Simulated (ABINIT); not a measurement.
The system is TiAl.

```xyz
2
Lattice="3.1791 0.0000 0.0000 0.0000 3.1791 0.0000 0.0000 0.0000 3.1791" Properties=species:S:1:pos:R:3 pbc="T T T"
Ti    0.0000    0.0000    0.0000
Al    1.5895    1.5895    1.5895
```

The cell comes from a database or a generator and needn't be the stable form of this composition.

```yaml
Program: ABINIT 10.8.3 (patched build)
Task: single point
Functional: PBE
Potentials_or_basis: JTH PAW PBE v2.0
Cutoff: 408 eV
k_mesh: 8 × 8 × 8
Occupations: fermi-dirac, width 0.05 eV
Spin: no spin polarisation
```

On this cell: pressure 1.0 GPa; largest force zero by symmetry; band gap on the k mesh none (metal or under the smearing width).

The same run follows on a disturbed copy (atoms moved at random, drawn with an rms of 0.05 Å):

```xyz
2
Lattice="3.1791 0.0000 0.0000 0.0000 3.1791 0.0000 0.0000 0.0000 3.1791" Properties=species:S:1:pos:R:3 pbc="T T T"
Ti   -0.0036    0.0241    0.0054
Al    1.6191    1.6101    1.5915
```

Question: What changes?

Answer: The energy (extrapolated to zero smearing) moves by +1.8 meV/atom; pressure 1.0 GPa; largest force 0.214 eV/Å; band gap on the k mesh none (metal or under the smearing width).

Forces on the atoms (eV/Å):
```
Ti   0.211 -0.024 -0.022
Al  -0.211  0.024  0.022
```
